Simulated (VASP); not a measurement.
# A point defect in a supercell of SrCl2, part 5 of 7

How easily does a point defect form in SrCl2? The host is relaxed first, then a supercell is run with and without the defect. The start is a cell from a database of measured crystal structures.

VASP 6.6.1, plane waves and PAW; the level of theory is named at each step.

So far. Step 6 (Relaxing the atoms): The run ended after 3 ionic steps, 0.000 eV below its first step, once the forces on the free atoms met EDIFFG = -0.03. Step 6 (Relaxing the atoms): Energy at zero smearing: -3.56874 eV.

### 7. The defect cell, charge 0

This step: PBE, spin-polarised, with small moments to start from; plane waves and PAW (Cu, Sr_sv, Cl) (VASP 6.6.1).

System of this step: Sr7CuCl16. The cell holds 24 atoms: 1 Cu, 7 Sr and 16 Cl. Its edges and angles: a = 9.968 Å, b = 9.968 Å, c = 9.968 Å, α = 60.0°, β = 60.0°, γ = 60.0°. It derives from SrCl2. Nearest the centre at fractional (0.000, 0.000, 0.000): Cu1 at 0.02 Å, Cl16 at 3.00 Å, Cl21 at 3.04 Å, Cl12 at 3.05 Å, Cl19 at 3.07 Å, Cl15 at 3.08 Å, Cl18 at 3.08 Å, Cl17 at 3.11 Å.

Atoms within 3.3 Å of the defect's centre start slightly displaced, with symmetry off, so that a distortion can develop. The atoms relax at the host's fixed cell.

Contents of INCAR:

```
SYSTEM = Sr7CuCl16
PREC = Normal
ENCUT = 300
EDIFF = 1E-05
NELM = 120
ISMEAR = 0
SIGMA = 0.05
LREAL = Auto
ALGO = Fast
GGA = PE
NBANDS = 134
ISPIN = 2
MAGMOM = 0.6 0 0 0 0 0 0 0 0 0 0 0.6 0 0 0 0.6 0 0 0 0 0.6 0 0 0
LASPH = .TRUE.
LMAXMIX = 4
LORBIT = 11
LWAVE = True
LCHARG = .TRUE.
NCORE = 4
IBRION = 2
NSW = 50
ISIF = 2
EDIFFG = -0.03
POTIM = 0.4
MAXMIX = 40
ISYM = 0
```

Contents of POSCAR:

```
Sr7CuCl16
1.0
    0.0000000000      7.0486791038      7.0486791038
    7.0486791038      0.0000000000      7.0486791038
    7.0486791038      7.0486791038      0.0000000000
Cu Sr Cl
1 7 16
Direct
    0.0008141700      0.0019115400      0.9986235800
    0.0000000000      0.0000000000      0.5000000000
    0.0000000000      0.5000000000      0.0000000000
    0.0000000000      0.5000000000      0.5000000000
    0.5000000000      0.0000000000      0.0000000000
    0.5000000000      0.0000000000      0.5000000000
    0.5000000000      0.5000000000      0.0000000000
    0.5000000000      0.5000000000      0.5000000000
    0.3750000000      0.3750000000      0.3750000000
    0.3750000000      0.3750000000      0.8750000000
    0.3750000000      0.8750000000      0.3750000000
    0.3750621100      0.8764504000      0.8758515000
    0.8750000000      0.3750000000      0.3750000000
    0.8723642400      0.3840791900      0.8722770300
    0.8743613500      0.8767642000      0.3789640000
    0.8829423400      0.8754007400      0.8732631600
    0.1247251600      0.1267958900      0.1308720800
    0.1289589100      0.1238351200      0.6210221300
    0.1294973300      0.6223322200      0.1221843600
    0.1250000000      0.6250000000      0.6250000000
    0.6271408300      0.1302621200      0.1178803600
    0.6250000000      0.1250000000      0.6250000000
    0.6250000000      0.6250000000      0.1250000000
    0.6250000000      0.6250000000      0.6250000000
```

Contents of KPOINTS:

```
Automatic mesh
0
Gamma
2 2 2
0 0 0
```

Potentials, in the order of the species: Cu, Sr_sv and Cl (PBE family, release 64).

Launch:

```sh
$ mpirun -np 4 vasp_std
```

What it wrote:

```text
[banner, memory and clock lines left out]
running    4 mpi-ranks, on    1 nodes
[...]
LDA part: xc-table for (Slater+PW92), standard interpolation
 POSCAR, INCAR and KPOINTS ok, starting setup
[...]
entering main loop
       N       E                     dE             d eps       ncg     rms          rms(c)
DAV:   1     0.121884412949E+04    0.12188E+04   -0.63676E+04  4288   0.843E+02
DAV:   2     0.256562184249E+02   -0.11932E+04   -0.11352E+04  5152   0.245E+02
DAV:   3    -0.942726513884E+02   -0.11993E+03   -0.11831E+03  5568   0.778E+01
DAV:   4    -0.101180419298E+03   -0.69078E+01   -0.68795E+01  7416   0.246E+01
[...]
RMM:  18    -0.958168580794E+02   -0.26816E-03   -0.39596E-03  6319   0.133E-01    0.202E-01
RMM:  19    -0.958172919943E+02   -0.43391E-03   -0.25385E-03  6108   0.888E-02    0.828E-02
RMM:  20    -0.958176885317E+02   -0.39654E-03   -0.15056E-03  6111   0.675E-02    0.126E-01
WARNING in EDDRMM: call to ZHEGV failed, returncode =   8  4     69
RMM:  21    -0.958178038115E+02   -0.11528E-03   -0.12678E-03  5769   0.559E-02    0.137E-01
RMM:  22    -0.958178157542E+02   -0.11943E-04   -0.81127E-04  5684   0.448E-02    0.994E-02
WARNING in EDDRMM: call to ZHEGV failed, returncode =   6  3     62
RMM:  23    -0.958179147010E+02   -0.98947E-04   -0.59589E-04  5756   0.463E-02    0.514E-02
RMM:  24    -0.958179614378E+02   -0.46737E-04   -0.43667E-04  5565   0.373E-02    0.325E-02
WARNING in EDDRMM: call to ZHEGV failed, returncode =   6  3     95
WARNING in EDDRMM: call to ZHEGV failed, returncode =   6  3     79
RMM:  25    -0.958179989956E+02   -0.37558E-04   -0.37272E-04  5103   0.305E-02    0.319E-02
RMM:  26    -0.958180225830E+02   -0.23587E-04   -0.26121E-04  5089   0.278E-02    0.255E-02
RMM:  27    -0.958180436072E+02   -0.21024E-04   -0.20778E-04  5029   0.255E-02    0.197E-02
WARNING in EDDRMM: call to ZHEGV failed, returncode =   6  3     92
RMM:  28    -0.958180566383E+02   -0.13031E-04   -0.16041E-04  4733   0.226E-02    0.131E-02
RMM:  29    -0.958180686827E+02   -0.12044E-04   -0.13916E-04  4385   0.191E-02    0.117E-02
RMM:  30    -0.958180783577E+02   -0.96750E-05   -0.10502E-04  4229   0.174E-02    0.965E-03
WARNING in EDDRMM: call to ZHEGV failed, returncode =   6  3     51
RMM:  31    -0.958180859997E+02   -0.76421E-05   -0.79616E-05  3937   0.167E-02
   1 F= -.95818086E+02 E0= -.95803555E+02  d E =-.958181E+02  mag=    -0.9924
[... from here on, the cycles between the ionic steps are left out ...]
   2 F= -.95859704E+02 E0= -.95845146E+02  d E =-.416176E-01  mag=    -0.9997
[...]
WARNING in EDDRMM: call to ZHEGV failed, returncode =   8  4     45
[...]
WARNING in EDDRMM: call to ZHEGV failed, returncode =   6  3     41
[...]
WARNING in EDDRMM: call to ZHEGV failed, returncode =   6  3     49
   3 F= -.95961738E+02 E0= -.95947260E+02  d E =-.143652E+00  mag=    -0.9995
[...]
WARNING in EDDRMM: call to ZHEGV failed, returncode =   8  4     70
[...]
WARNING in EDDRMM: call to ZHEGV failed, returncode =   6  3     87
WARNING in EDDRMM: call to ZHEGV failed, returncode =   6  3     73
WARNING in EDDRMM: call to ZHEGV failed, returncode =   6  3     60
WARNING in EDDRMM: call to ZHEGV failed, returncode =   6  3     49
[...]
WARNING in EDDRMM: call to ZHEGV failed, returncode =   6  3     39
[...]
WARNING in EDDRMM: call to ZHEGV failed, returncode =   6  3     43
   4 F= -.96047336E+02 E0= -.96033011E+02  d E =-.229250E+00  mag=    -1.0000
   5 F= -.96060775E+02 E0= -.96046457E+02  d E =-.134384E-01  mag=    -1.0002
[...]
WARNING in EDDRMM: call to ZHEGV failed, returncode =   8  4     69
   6 F= -.96069995E+02 E0= -.96055761E+02  d E =-.226586E-01  mag=    -1.0000
   7 F= -.96080067E+02 E0= -.96066137E+02  d E =-.100724E-01  mag=    -1.0001
[...]
WARNING in EDDRMM: call to ZHEGV failed, returncode =   6  3     80
WARNING in EDDRMM: call to ZHEGV failed, returncode =   6  3     74
[...]
WARNING in EDDRMM: call to ZHEGV failed, returncode =   6  3     84
[...]
WARNING in EDDRMM: call to ZHEGV failed, returncode =   8  4     69
WARNING in EDDRMM: call to ZHEGV failed, returncode =   6  3     47
[...]
WARNING in EDDRMM: call to ZHEGV failed, returncode =   6  3     95
[...]
WARNING in EDDRMM: call to ZHEGV failed, returncode =   6  3     87
   8 F= -.96120696E+02 E0= -.96108353E+02  d E =-.507008E-01  mag=    -1.0000
[...]
WARNING in EDDRMM: call to ZHEGV failed, returncode =   6  3     63
[...]
WARNING in EDDRMM: call to ZHEGV failed, returncode =   6  3     72
[...]
WARNING in EDDRMM: call to ZHEGV failed, returncode =   6  3     97
[...]
WARNING in EDDRMM: call to ZHEGV failed, returncode =   6  3     61
[...]
WARNING in EDDRMM: call to ZHEGV failed, returncode =   6  3     32
[...]
WARNING in EDDRMM: call to ZHEGV failed, returncode =   6  3     43
   9 F= -.96235657E+02 E0= -.96228656E+02  d E =-.165662E+00  mag=    -1.0000
[...]
WARNING in EDDRMM: call to ZHEGV failed, returncode =   8  4     50
[...]
WARNING in EDDRMM: call to ZHEGV failed, returncode =   8  4     59
[...]
WARNING in EDDRMM: call to ZHEGV failed, returncode =   8  4     43
WARNING in EDDRMM: call to ZHEGV failed, returncode =   8  4     71
  10 F= -.96007101E+02 E0= -.96007100E+02  d E =0.628941E-01  mag=    -1.0000
[...]
hard stop encountered!  aborting job ...
[...]
|     The electronic self-consistency was not achieved in the given           |
[...]
soft stop encountered!  aborting job ...
  11 F= -.96271263E+02 E0= -.96266485E+02  d E =-.955556E-02  mag=    -0.9999
 writing wavefunctions
 deleting file STOPCAR
```

Elapsed: 50 min, on 4 MPI ranks of Intel Xeon Platinum 8259CL at 2.50GHz (Skylake/Cascade Lake), shared host; peak memory 0.96 GiB.

The steps of the relaxation:

| step | energy less that of the first step (eV) | largest force (eV/Å) |
| --- | --- | --- |
| 1 | 0.0000 | 0.4092 |
| 2 | -0.0416 | 0.3656 |
| 3 | -0.1437 | 0.2617 |
| 4 | -0.2293 | 0.1388 |
| 5 | -0.2427 | 0.1122 |
| 6 | -0.2519 | 0.1479 |
| 7 | -0.2620 | 0.2193 |
| 8 | -0.3026 | 0.4191 |
| 9 | -0.4176 | 0.6951 |
| 10 | -0.1890 | 2.7519 |

The atoms that moved most (Å):

| atom | dx | dy | dz | length |
| --- | --- | --- | --- | --- |
| Cu1 | -0.457 | -0.426 | -0.261 | 0.677 |
| Cl16 | 0.201 | 0.231 | 0.193 | 0.362 |
| Cl12 | 0.116 | -0.207 | -0.208 | 0.316 |
| Cl21 | -0.117 | 0.177 | 0.135 | 0.252 |
| Sr2 | -0.130 | -0.150 | 0.107 | 0.226 |
| Cl23 | -0.016 | -0.120 | 0.167 | 0.206 |
| Cl22 | -0.055 | 0.159 | -0.106 | 0.199 |
| Sr5 | 0.116 | -0.114 | -0.084 | 0.183 |

Final coordinates:

```xyz
24
Lattice="0.0000 7.0487 7.0487 7.0487 0.0000 7.0487 7.0487 7.0487 0.0000" Properties=species:S:1:pos:R:3 pbc="T T T"
Cu    6.5951    6.6186   -0.2420
Sr    3.3941    3.3741    0.1074
Sr    3.4226    0.0680    3.4364
Sr    7.1790    3.5573    3.5394
Sr    0.1158    3.4106    3.4400
Sr    3.5588    7.1442    3.5432
Sr    3.5034    3.5795    7.0862
Sr    7.0593    7.0650    7.0863
Cl    5.2415    5.3051    5.2937
Cl    8.8545    8.9580    5.2809
Cl    8.9103    5.2202    8.9430
Cl   12.4679    8.6104    8.6134
Cl    5.2680    8.8102    8.8074
Cl    8.8666   12.2692    8.8887
Cl    8.8469    8.9188   12.3069
Cl   12.5266   12.6097   12.5872
Cl    1.7829    1.7600    1.7666
Cl    5.3278    5.2655    1.7457
Cl    5.1976    1.8404    5.1715
Cl    8.9417    5.2958    5.3082
Cl    1.6317    5.4287    5.4738
Cl    5.2317    8.9703    5.1810
Cl    5.2707    5.1668    8.9776
Cl    8.8895    8.8238    8.8687
```

The stop cut the electronic loop of the last step short, so that step is set aside; the step before it may be unsound too where the loop had begun to diverge.

The run met its time limit with a largest force of 2.75 eV/Å at its last finished step, so it is continued.

### 8. Going on with the relaxation, charge 0

The relaxation goes on from where it stopped.

INCAR: that of step 7 with these lines changed.

```diff
@@ -23,3 +23,3 @@
 EDIFFG = -0.03
-POTIM = 0.4
+POTIM = 0.25
 MAXMIX = 40
```

Contents of POSCAR:

```
Sr7CuCl16
1.0
    0.0000000000      7.0486791038      7.0486791038
    7.0486791038      0.0000000000      7.0486791038
    7.0486791038      7.0486791038      0.0000000000
Cu Sr Cl
1 7 16
Direct
    0.9845013730      0.9811608971      0.9544872737
    0.0061996295      0.0090340629      0.4724901042
    0.0057948381      0.4817265569      0.0038461289
    0.9941614822      0.5079779272      0.5105112876
    0.4777406901      0.0102991824      0.0061297998
    0.5056700720      0.9970055999      0.5078766734
    0.5080606429      0.4972669658      0.9997673094
    0.5030740397      0.5022600203      0.4992480389
    0.3800240469      0.3709996277      0.3726158254
    0.3819435606      0.3672565932      0.8889316157
    0.3726184738      0.8961280288      0.3679794668
    0.3373592873      0.8846278391      0.8841980431
    0.8760254960      0.3734895600      0.3738844126
    0.8718873022      0.3891524881      0.8687504300
    0.8780884962      0.8678973858      0.3872203480
    0.8987647902      0.8869886826      0.8901733738
    0.1236895430      0.1269380720      0.1260077058
    0.1194130065      0.1282549097      0.6276024991
    0.1287019209      0.6049834628      0.1324019455
    0.1179111434      0.6351669751      0.6334015137
    0.6576230479      0.1189466212      0.1125461804
    0.6327152919      0.1023095603      0.6399130486
    0.6294569479      0.6441979688      0.1035592052
    0.6244413179      0.6337624324      0.6273959705
```

KPOINTS is that of step 7.

Launch:

```sh
$ mpirun -np 4 vasp_std
```

What it wrote:

```text
[... set-up lines as in an earlier step ...]
 entering main loop
       N       E                     dE             d eps       ncg     rms          rms(c)
DAV:   1     0.121841567709E+04    0.12184E+04   -0.63108E+04  4288   0.849E+02
DAV:   2     0.306338469138E+02   -0.11878E+04   -0.11249E+04  5072   0.248E+02
DAV:   3    -0.936686368286E+02   -0.12430E+03   -0.12248E+03  5600   0.803E+01
DAV:   4    -0.100758071979E+03   -0.70894E+01   -0.70611E+01  7336   0.249E+01
[...]
RMM:  13    -0.960006320374E+02   -0.21031E-02   -0.26898E-02  6970   0.305E-01    0.283E-01
RMM:  14    -0.960039054226E+02   -0.32734E-02   -0.13184E-02  7007   0.203E-01    0.133E-01
RMM:  15    -0.960051940004E+02   -0.12886E-02   -0.82160E-03  7014   0.152E-01    0.732E-02
WARNING in EDDRMM: call to ZHEGV failed, returncode =   6  3     58
RMM:  16    -0.960058564399E+02   -0.66244E-03   -0.53972E-03  6910   0.118E-01    0.509E-02
RMM:  17    -0.960062511743E+02   -0.39473E-03   -0.34305E-03  6896   0.100E-01    0.499E-02
WARNING in EDDRMM: call to ZHEGV failed, returncode =   6  3     94
RMM:  18    -0.960065381911E+02   -0.28702E-03   -0.25923E-03  6788   0.850E-02    0.312E-02
RMM:  19    -0.960067215183E+02   -0.18333E-03   -0.17130E-03  6724   0.736E-02    0.126E-02
RMM:  20    -0.960068455075E+02   -0.12399E-03   -0.12751E-03  6615   0.643E-02    0.989E-03
WARNING in EDDRMM: call to ZHEGV failed, returncode =   8  4     68
RMM:  21    -0.960069337096E+02   -0.88202E-04   -0.91151E-04  6560   0.564E-02    0.889E-03
WARNING in EDDRMM: call to ZHEGV failed, returncode =   6  3     69
WARNING in EDDRMM: call to ZHEGV failed, returncode =   6  3     73
RMM:  22    -0.960070001913E+02   -0.66482E-04   -0.68100E-04  6513   0.504E-02    0.728E-03
RMM:  23    -0.960070481557E+02   -0.47964E-04   -0.50211E-04  6350   0.450E-02    0.452E-03
WARNING in EDDRMM: call to ZHEGV failed, returncode =   6  3     70
RMM:  24    -0.960070842375E+02   -0.36082E-04   -0.38772E-04  6326   0.406E-02    0.266E-03
RMM:  25    -0.960071138699E+02   -0.29632E-04   -0.30565E-04  6155   0.361E-02    0.158E-03
WARNING in EDDRMM: call to ZHEGV failed, returncode =   8  4     55
RMM:  26    -0.960071370871E+02   -0.23217E-04   -0.24002E-04  5988   0.326E-02    0.206E-03
RMM:  27    -0.960071552950E+02   -0.18208E-04   -0.18650E-04  5680   0.292E-02    0.233E-03
RMM:  28    -0.960071687666E+02   -0.13472E-04   -0.14542E-04  5270   0.264E-02    0.708E-03
RMM:  29    -0.960071800090E+02   -0.11242E-04   -0.11519E-04  5018   0.241E-02    0.820E-03
RMM:  30    -0.960071874228E+02   -0.74138E-05   -0.75357E-05  4618   0.217E-02
   1 F= -.96007187E+02 E0= -.96007187E+02  d E =-.960072E+02  mag=    -1.0000
[...]
WARNING in EDDRMM: call to ZHEGV failed, returncode =   8  4     65
[...]
WARNING in EDDRMM: call to ZHEGV failed, returncode =   6  3     88
[... from here on, the cycles between the ionic steps are left out ...]
   2 F= -.96242481E+02 E0= -.96242464E+02  d E =-.235294E+00  mag=    -1.0000
   3 F= -.96292090E+02 E0= -.96291968E+02  d E =-.284903E+00  mag=    -0.9999
[...]
WARNING in EDDRMM: call to ZHEGV failed, returncode =   8  4     47
[...]
WARNING in EDDRMM: call to ZHEGV failed, returncode =   6  3     77
   4 F= -.96289765E+02 E0= -.96287925E+02  d E =-.282578E+00  mag=    -0.9999
   5 F= -.96303263E+02 E0= -.96302589E+02  d E =-.296076E+00  mag=    -0.9996
   6 F= -.96349691E+02 E0= -.96349052E+02  d E =-.464276E-01  mag=    -0.9997
[...]
WARNING in EDDRMM: call to ZHEGV failed, returncode =   8  4     78
WARNING in EDDRMM: call to ZHEGV failed, returncode =   6  3     83
   7 F= -.96452376E+02 E0= -.96451851E+02  d E =-.149113E+00  mag=    -0.9991
[...]
WARNING in EDDRMM: call to ZHEGV failed, returncode =   6  3     48
   8 F= -.96486406E+02 E0= -.96485858E+02  d E =-.183143E+00  mag=    -0.9903
   9 F= -.96501271E+02 E0= -.96500808E+02  d E =-.198008E+00  mag=    -0.9942
  10 F= -.96542752E+02 E0= -.96542609E+02  d E =-.414806E-01  mag=    -0.9975
  11 F= -.96588993E+02 E0= -.96588991E+02  d E =-.877216E-01  mag=    -1.0000
  12 F= -.96592958E+02 E0= -.96592951E+02  d E =-.916871E-01  mag=    -0.9999
  13 F= -.96633273E+02 E0= -.96633269E+02  d E =-.403150E-01  mag=    -1.0000
[...]
WARNING in EDDRMM: call to ZHEGV failed, returncode =   8  4     68
[...]
WARNING in EDDRMM: call to ZHEGV failed, returncode =   8  4     85
  14 F= -.96658687E+02 E0= -.96658684E+02  d E =-.657289E-01  mag=    -0.9999
  15 F= -.96705568E+02 E0= -.96705562E+02  d E =-.468808E-01  mag=    -0.9999
[...]
WARNING in EDDRMM: call to ZHEGV failed, returncode =   8  4     96
[...]
WARNING in EDDRMM: call to ZHEGV failed, returncode =   6  3     96
  16 F= -.96812889E+02 E0= -.96812862E+02  d E =-.154202E+00  mag=    -0.9996
[...]
hard stop encountered!  aborting job ...
[...]
soft stop encountered!  aborting job ...
  17 F= -.95797024E+02 E0= -.95795395E+02  d E =-.325772E-02  mag=    -0.9772
 writing wavefunctions
 deleting file STOPCAR
```

Wall time 50 min (4 MPI ranks); peak memory 0.99 GiB.

The run was stopped at its time limit, so it gives no result of its own.

(Part 5 of 7 ends here.)

[Lines on the potential files, build, host, timing and source positions are cut from VASP's logs without a mark.]

[Logs are printed without paths, hosts, clocks, repeated set-up lines and the standing remarks that a program may print on its own settings, such as how far it seeks lower states.]

[Hosts, paths, dates, database ids (printed as entryN), source tags and the programs' standing remarks are cut or masked in the printed files.]

[In band tables of VASP the shares of atoms and orbitals are scaled to a sum of 1 inside the atoms' spheres.]

[Runs that stopped without an error message from VASP are left out.]
